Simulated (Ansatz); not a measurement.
# Formation energy and levels of the substitutional impurity I_C in SiC (F-43m)

Aim: at which Fermi levels does I_C in SiC (F-43m) change its charge? The model is a cell of 54 host atoms with 1 C taken out and 1 I put in.

Program: Ansatz 0.2.0. Level of theory: place-levels on r2SCAN runs: charge-transition levels and formation energies with image-charge correction and potential alignment at the atomic sites; PAW set soft_1. Results are calculated unless marked as measured.

**What experiment says.**

“Insight into the structural, elastic and electronic properties of a new orthorhombic 6O-SiC polytype” (2020, pmc:7200658) quotes from earlier work for SiC, cubic 3C zincblende (literature value): band gap (indirect gap) 2.4 eV [literature value; measurement temperature and method not stated].

**1. Set-up**

The cell holds 54 atoms: 27 Si, 26 C and 1 I. Its edges and angles: a = 9.242 Å, b = 9.242 Å, c = 9.242 Å, α = 60.0°, β = 60.0°, γ = 60.0°. It derives from SiC (space group F-43m). Nearest the centre at fractional (0.417, 0.417, 0.417): I28 at 0.00 Å, Si29 at 1.89 Å, Si33 at 1.89 Å, Si45 at 1.89 Å, Si27 at 1.89 Å, C46 at 3.08 Å, C34 at 3.08 Å, C16 at 3.08 Å.

Known beforehand: the electronic dielectric constant, 7.06, and the static one, 10.43, computed on the host (DFPT, PBEsol, on the r2SCAN cell), and a cell off the functional's own equilibrium shifts the ionic part.

The cell's shortest repeat is 9.2 Å.

**2. The runs of each charge state**

Levels follow from differences of total energies between charge states, each relaxed by itself.

Each atom starts 0.05 Å or so off its site in a random direction: a symmetric start keeps its symmetry, and would miss off-centre moves and Jahn–Teller distortions. Forces are taken on a 2×2×2 shifted mesh. The cell holds 1 electron more than the neutral one, with a uniform background that keeps it neutral on the whole.

The sampling was tested on the host first: at the k-points planned (1x1x1 shifted 0.25 0.25 0.25) its energy lies 0.119 eV an atom from the dense-mesh value, so the final energies take a denser sampling.

One of the inputs; charge, spin and start change from state to state.

Contents of qm1.relax/input.yaml:

```yaml
crystal:
  lattice:
    - [0.0, 6.53488873, 6.53488873]
    - [6.53488873, 0.0, 6.53488873]
    - [6.53488873, 6.53488873, 0.0]
  atoms:
    - { symbol: Si, position: [0.0, 0.0, 0.0] }
    - { symbol: C, position: [0.08333333, 0.08333333, 0.08333333] }
[... 7 atom lines left out ...]
    - { symbol: C, position: [0.08333333, 0.41666667, 0.41666667] }
[... 1 atom line left out ...]
    - { symbol: C, position: [0.08333333, 0.41666667, 0.75] }
[... 3 atom lines left out ...]
    - { symbol: C, position: [0.08333333, 0.75, 0.41666667] }
[... 5 atom lines left out ...]
    - { symbol: C, position: [0.41666667, 0.08333333, 0.41666667] }
[... 1 atom line left out ...]
    - { symbol: C, position: [0.41666667, 0.08333333, 0.75] }
[... 1 atom line left out ...]
    - { symbol: C, position: [0.41666667, 0.41666667, 0.08333333] }
    - { symbol: Si, position: [0.33333333, 0.33333333, 0.33333333] }
    - { symbol: I, position: [0.41666667, 0.41666667, 0.41666667] }
    - { symbol: Si, position: [0.33333333, 0.33333333, 0.66666667] }
    - { symbol: C, position: [0.41666667, 0.41666667, 0.75] }
[... 1 atom line left out ...]
    - { symbol: C, position: [0.41666667, 0.75, 0.08333333] }
    - { symbol: Si, position: [0.33333333, 0.66666667, 0.33333333] }
    - { symbol: C, position: [0.41666667, 0.75, 0.41666667] }
    - { symbol: Si, position: [0.33333333, 0.66666667, 0.66666667] }
[... 4 atom lines left out ...]
    - { symbol: C, position: [0.75, 0.08333333, 0.41666667] }
[... 3 atom lines left out ...]
    - { symbol: C, position: [0.75, 0.41666667, 0.08333333] }
    - { symbol: Si, position: [0.66666667, 0.33333333, 0.33333333] }
    - { symbol: C, position: [0.75, 0.41666667, 0.41666667] }
    - { symbol: Si, position: [0.66666667, 0.33333333, 0.66666667] }
[... 3 atom lines left out ...]
    - { symbol: Si, position: [0.66666667, 0.66666667, 0.33333333] }
[... 2 atom lines left out ...]
    - { symbol: C, position: [0.75, 0.75, 0.75] }
  host:
    repeats: [3, 3, 3]
    atoms:
      - { symbol: Si, position: [0.0, 0.0, 0.0] }
      - { symbol: C, position: [0.25, 0.25, 0.25] }
total_charge: -1
basis:
  ecutwfc: 500
  xc_grid: 2
hamiltonian:
  xc: r2scan
  pseudopotentials: { kind: paw, azcp: { folder: soft_1 } }
kpoints:
  mp_grid: { grid: [2, 2, 2], shift: [0.5, 0.5, 0.5] }
scf:
  occupations: { method: fixed }
  max_iter: 80
output:
  forces: true
  charged_corrections:
    epsilon: 7.06
    static_epsilon: 10.43
    defect_position: [0.416667, 0.416667, 0.416667]
relax:
  f_tol: 0.02
  max_steps: 80
  random_displacement: { amplitude: 0.05, seed: 895 }
checkpoint:
  write: "../qm1.relax.run"
  compress: false
  write_wavefunctions: true
  write_every: 100000
```

On the command line:

```console
$ ansatz run input.yaml --threads 4 --pin off --max-ram 7536MiB --backend cpu --events-out ev --progress --plain --runs-dir out
```

The run of this state that the levels use, under r2SCAN:

Contents of qm1.point/input.yaml:

```yaml
crystal:
  checkpoint: "../qm1.relax.run"
  host: checkpoint
total_charge: -1
basis:
  ecutwfc: 500
  xc_grid: 2
hamiltonian:
  xc: r2scan
  pseudopotentials: { kind: paw, azcp: { folder: soft_1 } }
kpoints:
  mp_grid: { grid: [2, 2, 2], shift: [0.5, 0.5, 0.5] }
scf:
  occupations: { method: fixed }
  max_iter: 80
output:
  forces: true
  eigenvalues: true
  charged_corrections:
    epsilon: 7.06
    static_epsilon: 10.43
    defect_position: [0.416667, 0.416667, 0.416667]
  eigenstates: { localisation: true }
  populations: true
  band_densities: [{ bands: [v1, v1] }, { bands: [c1, c1] }]
  write_density: true
  write_potential: true
  volumetric_format: npy
checkpoint:
  read: "../qm1.relax.run"
  write: "../qm1.point.run"
  compress: false
  write_wavefunctions: false
  write_every: 100000
```

Relaxations under r2SCAN at a 2×2×2 shifted mesh; times on 4 threads of Arm Neoverse V1, shared host:

```tsv
charge	moment (μB)	occupations	outcome	steps	largest displacement against the far atoms (Å)	time
−1	0	fixed	converged	15	0.73	5.7 min
0	1	fixed	converged	19	0.66	32 min
+1	0	fixed	converged	22	0.66	7.8 min
+2	1	fixed	converged	8	0.54	8.4 min
−1	2	fixed	converged	7	0.59	8 min
+1	2	fixed	converged	9	0.63	9.2 min
```

Single points under r2SCAN at a 2×2×2 shifted mesh; times on 4 threads of Arm Neoverse V1, shared host:

```tsv
charge	moment (μB)	occupations	outcome	time
−1	0	fixed	converged	26 s
0	1	fixed	converged	59 s
+1	0	fixed	converged	26 s
+2	1	fixed	converged	61 s
−1	2	fixed	converged	55 s
+1	2	fixed	converged	54 s
```

Distances (Å) from I28 to the nearest atoms after relaxation with r2SCAN:

```tsv
charge	moment (μB)	1.	2.	3.	4.	5.	6.
−1	0	Si 2.38	Si 2.38	Si 2.54	Si 2.55	C 3.04	C 3.04
−1	2	Si 2.46	Si 2.46	Si 2.46	Si 2.47	C 3.13	C 3.13
0	1	Si 2.38	Si 2.38	Si 2.47	Si 2.49	C 3.06	C 3.06
+1	0	Si 2.38	Si 2.38	Si 2.39	Si 2.46	C 3.06	C 3.06
+1	2	Si 2.37	Si 2.37	Si 2.45	Si 2.46	C 3.06	C 3.06
+2	1	Si 2.38	Si 2.38	Si 2.38	Si 2.40	C 3.10	C 3.10
```

**3. Placing the levels, r2SCAN**

A charged cell interacts with its images and the background, and its potential has another zero than the host's. place-levels removes the first by a point-charge model, screened by the static dielectric constant since the ions have relaxed around the charge, and the second by comparing potentials at atoms far from the defect.

The host is a run of the defect-free crystal in the same cutoffs, grids and k-points, so that basis and sampling errors cancel in part in the differences. The host is run in a cell of 2 atoms on a matching mesh. Its band edges are searched through the zone by a band path, so the gap is smaller than, or equal to, that on the mesh. Chemical potentials are energies per atom of C (diamond) and I (solid I2 (Cmce)), run with the same functional and cutoff. Carbon is taken as diamond, which semilocal functionals can put about 0.1 eV an atom over graphite.

Contents of levels.point.yaml:

```yaml
host:
  run: host.point.run
states: [qm1.point.run, q0_M1.point.run, qp1.point.run, qp2_M1.point.run, qm1_M2.point.run, qp1_M2.point.run]
geometry_from:
  qm1.point.run: qm1.relax.run
  q0_M1.point.run: q0_M1.relax.run
  qp1.point.run: qp1.relax.run
  qp2_M1.point.run: qp2_M1.relax.run
  qm1_M2.point.run: qm1_M2.relax.run
  qp1_M2.point.run: qp1_M2.relax.run
  host.point.run: host.relax.run
chemical_potentials:
  C:
    energy: -251.553391
    dataset: "<sha256 of the dataset>"
  I:
    energy: -7528.116164
    dataset: "<sha256 of the dataset>"
epsilon: 7.06
static_epsilon: 10.43
vertical:
  - { from: qm1.point.run, to: qm1.point_neutral.run }
  - { from: qp1.point.run, to: qp1.point_neutral.run }
  - { from: qp2_M1.point.run, to: qp2_M1.point_neutral.run }
  - { from: qm1_M2.point.run, to: qm1_M2.point_neutral.run }
  - { from: qp1_M2.point.run, to: qp1_M2.point_neutral.run }
```

On the command line:

```console
$ ansatz place-levels levels.point.yaml -- --threads 4 --pin off --max-ram 7536MiB
```

Numbers of over 12 decimals in the logs are rounded to 6 here.

Output:

```text
[... repeated set-up lines and file paths are left out, and long positions are rounded to six places ...]
(+2/+1) 1.157 eV above the valence edge, 0.553 eV under the conduction edge
(+1/0) 1.946 eV above the valence edge (+2.024 eV without the band-filling correction), in the conduction band; not on the lower envelope
(0/-1) 1.884 eV above the valence edge (+2.460 eV without the band-filling correction), in the conduction band; not on the lower envelope
(+1/-1) 1.915 eV above the valence edge (+2.242 eV without the band-filling correction), in the conduction band: charges between them are lowest nowhere
formation energy of charge +2: +7.417 eV with the Fermi level at the valence edge
formation energy of charge +1: +8.574 eV with the Fermi level at the valence edge
formation energy of charge 0: +10.520 eV with the Fermi level at the valence edge
formation energy of charge -1: +12.405 eV with the Fermi level at the valence edge
vertical -1 to 0: no energy, since no alignment is typed
  the change from vertical[0].from (qm1.point.run) to vertical[0].to (qm1.point_neutral.run): by its potential at epsilon 7.06 it stands at 0.263 0.262 0.148, with an rms radius of about 3.1 Å (1.6 1.6 2.1 Å across the planes of the cell's vectors); [...]
vertical +1 to 0: no energy, since no alignment is typed
  the change from vertical[1].from (qp1.point.run) to vertical[1].to (qp1.point_neutral.run): by its potential at epsilon 7.06 it stands at 0.215 0.263 0.264, with an rms radius of about 3.4 Å (1.9 2.0 2.0 Å across the planes of the cell's vectors); [...]
vertical +2 to 0: no energy, since no alignment is typed
[...]
of states[0] (qm1.point.run): it parts from the run at its places by a charge that spreads by about 2.1 Å along one vector (1.3 Å or more is wide), by its potential at epsilon 7.06, taken for that of held ions (one typed too small widens it), where the cell [...]
  of states[5] (qp1_M2.point.run): it parts from the run at its places by a charge that spreads by about 2.3 Å along one vector (1.3 Å or more is wide), by its potential at epsilon 7.06, taken for that of held ions (one typed too small widens it), where the [...]
  of states[4] (qm1_M2.point.run): it parts from the run at its places by a charge that spreads by about 1.8 Å along one vector (1.3 Å or more is wide), by the spins about the atoms, where the cell does not tell a trapped carrier from a band state. [...]
  of vertical[0].from (qm1.point.run): it parts from the run at its places by a charge that spreads by about 2.1 Å along one vector (1.3 Å or more is wide), by its potential at epsilon 7.06, taken for that of held ions (one typed too small widens it), where [...]
  of vertical[0].to (qm1.point_neutral.run): stability_check_not_made
  of vertical[1].from (qp1.point.run): it parts from the run at its places by a charge that spreads by about 2 Å along one vector (1.3 Å or more is wide), by its potential at epsilon 7.06, taken for that of held ions (one typed too small widens it), where the [...]
  of vertical[1].to (qp1.point_neutral.run): band_overlap_at_count; stability_check_not_made
  of vertical[2].from (qp2_M1.point.run): stability_check_not_made; [...]
  of vertical[2].to (qp2_M1.point_neutral.run): band_overlap_at_count; stability_check_not_made
  of vertical[3].from (qm1_M2.point.run): stability_check_not_made; [...]
  of vertical[3].to (qm1_M2.point_neutral.run): band_overlap_at_count; stability_check_not_made
  of vertical[4].from (qp1_M2.point.run): its moments are held at its close (magnetization.spin_locking), by a field of 0.118 eV a Bohr magneton, and its energy and levels are of the state that this holds: a run that lets them go can end lower; [...]
  of vertical[4].to (qp1_M2.point_neutral.run): stability_check_not_made
```

The job ended after 0.75 s (4 threads of Arm Neoverse V1, shared host).

Levels between the charges placed, in eV above the valence top:

```tsv
	gap (eV)	(+2/+1)	(+1/0)	(0/−1)
r2SCAN	1.71	1.16	1.95	1.88
```

Corrections by state:

```tsv
charge	moment (μB)	image terms and alignment (eV)	band filling (eV)	ε used	over the lowest of its charge, as the program ranks them, band filling apart (eV)
+2	1.0	2.112	-	10.43	0.000
+1	0.0	0.870	-	10.43	0.000
0	1.0	0.000	-0.078	-	0.000
−1	0.0	-0.520	-0.654	10.43	0.000
+1	2.0	0.872	-	10.43	0.427
−1	2.0	-0.506	-	10.43	0.080
```

The charged structures listed were also run neutral, and place-levels reads from each pair, by the potential or the spins, how wide the charge is by which they differ; that can be the carrier of either run.

```tsv
charge	rms radius (Å)	spread where it is widest against the cell (Å)	wide from (Å)	reading
+2	3.5	2.00	1.31	wide
+1	3.4	1.96	1.31	wide
−1	3.1	2.14	1.31	wide
```

The neutral runs of these pairs need not share the spin of the lowest neutral state, and very wide values only mean spread over the cell.

From the program's caveats on the states, each cut to its opening words:

- charge +2 (1 μB), +1: it parts from the run at its places by a charge that spreads by about 2 Å along one vector (1.3 Å or more is wide), by its potential at epsilon 7.06, taken for [...]
- charge +2 (1 μB): its alignment with the host at atomic sites is doubtful: the mean over the far sites moves by -0.1382 eV from their farther parts to their nearer, more than [...]
- charge +2 (1 μB), 0 (1 μB), +1 (2 μB), −1 (2 μB): flagged: stability check not made
- charge +1: its alignment with the host at atomic sites is doubtful: the mean over the far sites moves by -0.0893 eV from their farther parts to their nearer, more than [...]
- charge 0 (1 μB): a band-filling correction moves a carrier to the host's band edge, which changes its energy by -0.078 eV
- charge −1: it parts from the run at its places by a charge that spreads by about 2.1 Å along one vector (1.3 Å or more is wide), by its potential at epsilon 7.06, taken [...]
- charge −1: a band-filling correction moves a carrier to the host's band edge, which changes its energy by -0.654 eV
- charge −1: its alignment with the host at atomic sites is doubtful: the mean over the far sites moves by +0.0909 eV from their farther parts to their nearer, more than [...]
- charge +1 (2 μB): it parts from the run at its places by a charge that spreads by about 2.3 Å along one vector (1.3 Å or more is wide), by its potential at epsilon 7.06, taken [...]
- charge +1 (2 μB): its moments are held at its close (magnetization.spin_locking), by a field of 0.118 eV a Bohr magneton, and its energy and levels are of the state that this [...]
- charge −1 (2 μB): it parts from the run at its places by a charge that spreads by about 1.8 Å along one vector (1.3 Å or more is wide), by the spins about the atoms, where the [...]
- charge −1 (2 μB): its alignment with the host at atomic sites is doubtful: the mean over the far sites moves by +0.0557 eV from their farther parts to their nearer, more than [...]

The host's formation energy from the elements is -0.356 eV per atom; it sets how far the chemical potentials can move.

Limit set by the element alone; other compounds of these elements are not counted. Chemical potentials from the elements' reference states: C 0.00 eV, Si -0.71 eV, I 0.00 eV. Formation energy by charge state (C-rich; gap 1.71 eV):

```tsv
charge	at valence top (eV)	at conduction bottom (eV)	correction included (eV)
+2	7.42	10.84	2.11
+1	8.57	10.28	0.87
0	10.52	10.52	-0.08
−1	12.40	10.69	-1.17
```

| Fermi level (eV) | lowest formation energy (eV) |
| --- | --- |
| 0.00 | 7.42 |
| 0.16 | 7.73 |
| 0.31 | 8.04 |
| 0.47 | 8.35 |
| 0.62 | 8.66 |
| 0.78 | 8.97 |
| 0.93 | 9.28 |
| 1.09 | 9.59 |
| 1.24 | 9.82 |
| 1.40 | 9.97 |
| 1.55 | 10.13 |
| 1.71 | 10.28 |

Limit set by the element alone; other compounds of these elements are not counted. Chemical potentials from the elements' reference states: Si 0.00 eV, C -0.71 eV, I 0.00 eV. Formation energies (Si-rich), with the Fermi level at the valence top and at the conduction bottom (gap 1.71 eV):

```tsv
charge	at valence top (eV)	at conduction bottom (eV)	correction included (eV)
+2	6.71	10.13	2.11
+1	7.86	9.57	0.87
0	9.81	9.81	-0.08
−1	11.69	9.98	-1.17
```

```
Fermi level (eV)  lowest formation energy (eV)
            0.00                          6.71
            0.16                          7.02
            0.31                          7.33
            0.47                          7.64
            0.62                          7.95
            0.78                          8.26
            0.93                          8.57
            1.09                          8.88
            1.24                          9.11
            1.40                          9.26
            1.55                          9.42
            1.71                          9.57
```

**4. Summary of results**

```
gap of the host                                                          : 1.71 eV (r2SCAN)
level (plus 2/plus 1)                                                    : 1.16 eV above the valence top
level (plus 1/0)                                                         : 1.95 eV above the valence top, past the conduction bottom, not a change between lowest states (2.02 eV above the valence top without the band-filling term)
level (0/minus 1)                                                        : 1.88 eV above the valence top, past the conduction bottom, not a change between lowest states (2.46 eV above the valence top without the band-filling term)
lowest of the charges placed, just above the valence top (0.02 eV)       : +2
lowest of the charges placed, just below the conduction bottom (0.02 eV) : +1
lowest formation energy at mid-gap of the charges run, C-rich            : 9.13 eV
lowest formation energy at mid-gap of the charges run, Si-rich           : 8.42 eV
```

**Reading.** Of the charges placed (−1, 0, +1 and +2), the lowest changes at 1.16 eV (+2/+1) above the valence top, in a gap of 1.71 eV. (+2/+1) lies nearer to a band edge than the share of the finite-size correction in it (1.24 eV), and that correction holds for a localised charge alone. Charges above +2 were not placed, so these runs say nothing of levels that involve them. States placed: +2 at 1 μB; +1 at 0 μB and 2 μB; 0 at 1 μB; −1 at 0 μB and 2 μB. Other spin states or structures, where not listed, weren't placed. The program finds carriers beyond a band edge of the host and adds a band-filling term at charge −1 (-0.65 eV) and 0 (-0.08 eV); steps to such a charge show no bound level, and a defect level inside a band would be read the same way. Corrections reach 2.1 eV, so the cell is small for these charges and their levels are rough. I is taken at its element; compounds, which aren't counted here, bound the chemical potentials and would shift these formation energies. The program doubts the alignment of potentials for at least one state, a sign that the cell is small. Limits: r2SCAN makes the gap too small and tends to spread out bound carriers; spin–orbit coupling, which can matter with heavy atoms, is left out.

Calculation against experiment:

| quantity | measured | r2SCAN |
| --- | --- | --- |
| band gap (least gap of the host) (eV) | 2.4 | 1.71 (-0.69 eV) |

Measured values from pmc:7200658 (2020).

Verdict: The band gap is off by -0.69 eV: a clear miss. Local and semilocal functionals usually give gaps below the measured ones. Zero-point and thermal motion shift the measured gap.

[Logs are printed without paths, hosts, clocks, repeated set-up lines and the standing remarks that a program may print on its own settings, such as how far it seeks lower states.]

[Hosts, paths, dates, database ids (printed as entryN), source tags and the programs' standing remarks are cut or masked in the printed files.]

[Where a table of states has a column of steps, it counts the stored structures, which are thinned; the runs took as many ionic steps or more.]

[A defect's name tells the site on which it was built; relaxed atoms can leave that site.]

[For some hosts the program warned that the k-mesh of the response run may be too coarse for force constants and the static dielectric constant; such warnings are not shown here.]
